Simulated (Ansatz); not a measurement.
# Ge2Pt3: the cost of one run

Method: DFT PBE, scalar-relativistic, plane waves, PAW, in Ansatz 0.2.0.

## Step 1: The structure to begin with

Symmetry: P4/mmm, No. 123, tetragonal system. The conventional cell has a = 4.400 Å, b = 4.400 Å, c = 4.563 Å, α = 90.00°, β = 90.00°, γ = 90.00°. Ge (site symmetry 4mm) is surrounded by 1 Ge at 1.98 Å. Pt (site symmetry mmm) is surrounded by 2 Pt at 2.20 Å. Around Pt (site symmetry 4/mmm) lie 4 Pt at 2.20 Å.

As a file:

```cif
data_structure
_symmetry_space_group_name_H-M 'P 1'
_symmetry_Int_Tables_number 1
_cell_length_a 4.4004
_cell_length_b 4.4004
_cell_length_c 4.5626
_cell_angle_alpha 90.000
_cell_angle_beta 90.000
_cell_angle_gamma 90.000
_cell_volume 88.35
loop_
_atom_site_label
_atom_site_type_symbol
_atom_site_fract_x
_atom_site_fract_y
_atom_site_fract_z
_atom_site_occupancy
Ge1 Ge 0.50000 0.50000 0.21686 1
Ge2 Ge 0.50000 0.50000 0.78314 1
Pt1 Pt 0.00000 0.50000 0.50000 1
Pt2 Pt 0.50000 0.00000 0.50000 1
Pt3 Pt 0.00000 0.00000 0.50000 1
```

A structure generator made this guess: random cell by space group and Wyckoff sites (P4/mmm, No. 123). The dimensions are guesses.

## Step 2: The guess as it stands, on a coarse mesh

Contents of input.yaml:

```yaml
crystal:
  lattice:
    - [4.40042409, 0.0, 0.0]
    - [0.0, 4.40042409, 0.0]
    - [0.0, 0.0, 4.5625998]
  atoms:
    - { symbol: Ge, position: [0.5, 0.5, 0.2168605] }
    - { symbol: Ge, position: [0.5, 0.5, 0.7831395] }
    - { symbol: Pt, position: [0.0, 0.5, 0.5] }
    - { symbol: Pt, position: [0.5, 0.0, 0.5] }
    - { symbol: Pt, position: [0.0, 0.0, 0.5] }
basis:
  ecutwfc: 420
kpoints:
  mp_grid: { grid: [4, 4, 4] }
hamiltonian:
  xc: pbe
scf:
  occupations: { method: gaussian, width: 0.1 }
  lower_state_search: "off"
output:
  forces: true
  stress: true
  eigenvalues: true
```

Command:

```sh
$ ansatz run input.yaml --threads 1 --pin off --max-ram 2560MiB --backend cpu --events-out ev --progress --plain --runs-dir out
```

Q: Estimate wall time and peak memory on 1 thread of AMD EPYC 9R45 (Zen 5), shared host.

About 2 s, with a peak of 0.42 GiB.
